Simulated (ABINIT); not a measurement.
# AgCl (Chlorargyrite): G0W0 on several meshes in ABINIT, part 2 of 2

How does the mesh move the gap of AgCl (Chlorargyrite)?

ABINIT 10.8.3; PBE and many-body steps on it, plane waves. Known limits of the many-body steps: not at the basis limit; d shell near the gap, gap tends to lie low; no spin-orbit coupling; coarse k mesh.

So far. Step 4 (4×4×4): The gap on the mesh goes from 0.91 eV to 2.06 eV, a correction of +1.15 eV. Step 5 (Empty states on the mesh, 6×6×6 mesh, 97 bands): On this mesh the gap is 0.907 eV.

The database entry behind the starting cell differs from later determinations by our own check (an axis about 1.4 % short against later determinations), so it need not match the best structure at ambient conditions.

### Step 7. 6×6×6

This step: G0W0 on PBE, plane waves, norm-conserving pseudopotentials.

The input, run.abi:

```
acell 3*1.0 Angstrom
rprim 
  -0.000000000000 2.735000000000 2.735000000000
  2.735000000000 0.000000000000 2.735000000000
  2.735000000000 2.735000000000 -0.000000000000
ntypat 2
znucl 47 17
natom 2
typat 1 2
xred 
  0.000000000000 0.000000000000 0.000000000000
  0.500000000000 0.500000000000 0.500000000000
pp_dirpath "pseudos"
pseudos "Ag.upf, Cl.upf"
ecut 37
ngkpt 6 6 6
nshiftk 1
shiftk 0 0 0
kptopt 1
chksymbreak 0
istwfk *1
occopt 1
irdwfk 1
optdriver 4
nband 89
gwcalctyp 0
ecutsigx 37
symsigma 1
nkptgw 2
kptgw 
  0.5000000000 0.0000000000 0.0000000000
  0.0000000000 0.0000000000 0.0000000000
bdgw 
  12 15
  11 17
ecuteps 5.2
irdscr 1
ppmodel 1
indata_prefix "in"
outdata_prefix "out"
tmpdata_prefix "tmp"
```

Started as:

```console
$ OMP_NUM_THREADS=1 mpirun -n 4 abinit run.abi > log
```

The program printed:

```text
.Version 10.8.3 of ABINIT. v10.8.2 released Aug 2026.

 Symmetries : space group Fm -3 m (#225); Bravais cF (face-center cubic)
[... echo of the input left out ...]
== DATASET  1 ==================================================================
-   mpi_nproc: 4, omp_nthreads: 1 (-1 if OMP is not activated)

--- !DatasetInfo
iteration_state: {dtset: 1, }
dimensions: {natom: 2, nkpt: 16, mband: 89, nsppol: 1, nspinor: 1, nspden: 1, mpw: 2982, }
cutoff_energies: {ecut:  37.0, pawecutdg:  -1.0, }
electrons: {nelect:   2.60000000E+01, charge:   0.00000000E+00, occopt:   1.00000000E+00, tsmear:   1.00000000E-02, }

 SIGMA: Calculation of the GW corrections

 Based on a program developped by R.W. Godby, V. Olevano, G. Onida, and L. Reining.
 Incorporated in ABINIT by V. Olevano, G.-M. Rignanese, and M. Torrent.
.Using double precision arithmetic ; gwpc =  8

[... cell and pseudopotentials left out ...]
--------------------------------------------------------------------------------

 ==== K-mesh for the wavefunctions ====
 Number of points in the irreducible wedge :    16
[... list of points left out ...]
 Together with 48 symmetry operations and time-reversal symmetry
 yields   216 points in the full Brillouin Zone.

 ==== Q-mesh for screening function ====
 Number of points in the irreducible wedge :    16
[... list of points left out ...]
 Together with 48 symmetry operations and time-reversal symmetry
 yields   216 points in the full Brillouin Zone.

 vcoul_init : cutoff-mode = AUXILIARY_FUNCTION
 q-points for optical limit:   1
     1)      0.000010    0.000020    0.000030
 setmesh: FFT mesh size selected  =    45x   45x   45
          total number of points  =        91125

 Number of electrons calculated from density =   26.0000; Expected =   26.0000
[...]
number of omega for Sigma on real axis              0
 max omega for Sigma on real axis  [eV]           0.00
 zcut for avoiding poles [eV]                     0.10

 EPSILON^-1 parameters (SCR file):
 dimension of the eps^-1 matrix on file            169
 dimension of the eps^-1 matrix used               169
 number of plane-waves for wavefunctions          2975
 number of bands                                    89
 number of q-points in IBZ                          16
 number of frequencies                               2
 number of real frequencies                          1
 number of imag frequencies                          1

 matrix elements of self-energy operator (all in [eV])

 Perturbative Calculation

--- !SelfEnergy_ee
iteration_state: {dtset: 1, }
kpoint     : [   0.500,    0.000,    0.000, ]
spin       : 1
KS_gap     :    4.123
QP_gap     :    5.161
Delta_QP_KS:    1.039
data: !SigmaeeData |
     Band     E0 <VxcDFT>   SigX SigC(E0)      Z dSigC/dE  Sig(E)    E-E0       E
       12   5.246 -21.647 -26.554   3.896   0.800  -0.250 -22.455  -0.808   4.438
       13   5.246 -21.647 -26.554   3.896   0.800  -0.250 -22.455  -0.808   4.438
       14   9.369  -9.300  -5.109  -3.917   0.839  -0.192  -9.070   0.230   9.599
[...]
--- !SelfEnergy_ee
iteration_state: {dtset: 1, }
kpoint     : [   0.000,    0.000,    0.000, ]
spin       : 1
KS_gap     :    3.396
QP_gap     :    4.793
Delta_QP_KS:    1.398
data: !SigmaeeData |
     Band     E0 <VxcDFT>   SigX SigC(E0)      Z dSigC/dE  Sig(E)    E-E0       E
[...]
16  15.918 -12.619  -7.198  -4.423   0.823  -0.215 -11.797   0.822  16.740
       17  15.918 -12.619  -7.198  -4.423   0.823  -0.215 -11.797   0.822  16.740

== END DATASET(S) ==============================================================
================================================================================

 -outvars: echo values of variables after computation  --------
           etotal      0.0000000000E+00
            nband          89
             nkpt          16
          spgroup         225
 [... the other variables as echoed above ...]

 Calculation completed.
```

Wall time 12 s (4 MPI ranks of Intel Xeon Platinum 8488C (Sapphire Rapids), shared host); peak memory 1.2 GiB; 45 s of CPU time.

Numbers from this step:

```yaml
g0w0_gap_on_the_points_computed: 2.058 eV
starting_gap_on_the_mesh: 0.9065 eV
k_of_the_valence_top: 0.5, 0, 0
k_of_the_conduction_bottom: 0, 0, 0
z_at_the_valence_top: 0.8
z_at_the_conduction_bottom: 0.832
least_direct_g0w0_gap_on_the_computed_points: 4.793 eV
```

Against G0W0 in ABINIT (4×4×4 mesh, 89 bands, screening to 141.5 eV, Godby-Needs plasmon pole), the gap moves by +0.000 eV.

### Step 8. The runs together

Times are wall times on 4 MPI ranks of Intel Xeon Platinum 8488C (Sapphire Rapids), shared host, good to a factor of about two. A run's time includes the screening step that it read.

```
  run   mesh  bands  screening cutoff (eV)  DFT gap (eV)  gap on the mesh (eV)  direct (eV)  ε∞ used     time
4×4×4  4×4×4     89                  141.5         0.907                 2.058        4.795     5.45     25 s
6×6×6  6×6×6     89                  141.5         0.907                 2.058        4.793     5.10  2.2 min
```

### Step 9. What came out

```yaml
4x4x4: 2.058 eV
6x6x6: 2.058 eV
known_limits: not at the basis limit; d shell near the gap, gap tends to lie low; no spin-orbit coupling; coarse k mesh
```

**Reading.** 6×6×6: no change against 4×4×4. Bands and cutoff are finite, so the gap is not at the basis limit. The miss can reach some tenths of an eV and take either sign; the mesh is an error of its own. In the G0W0 runs levels were corrected at 2 k points alone, so a gap called «on the mesh» is the least over those, and an edge elsewhere would be missed. The 4×4×4 mesh is coarse for this cell, which bears on the long-range parts of exchange and screening. A d shell, filled or nearly so, lies near the gap. One-shot GW converges very slowly in bands there, not always from below, and on a semilocal start the gap tends to come out low; starts rich in exact exchange can overshoot instead. The many-body steps are scalar-relativistic: spin-orbit coupling is not in them.

[Paths, hosts, dates, memory and timing lines, banners, echoed tables and standing remarks are left out of the program output.]

[Logs are printed without paths, hosts, clocks, repeated set-up lines and the standing remarks that a program may print on its own settings, such as how far it seeks lower states.]

[Runs of the session that timed out or met a known fault of the program may be left out.]

[Hosts, paths, dates, database ids (printed as entryN), source tags and the programs' standing remarks are cut or masked in the printed files.]

[G0W0 gaps are taken among the corrected bands and points alone; a level outside them can change the order at an edge.]

[Where Ansatz stands beside ABINIT at settings called matched, ABINIT's density can come from a denser mesh and the files from another edition; pairs whose starting gaps differed by over 0.03 eV were left out, so agreement reads better than it is.]
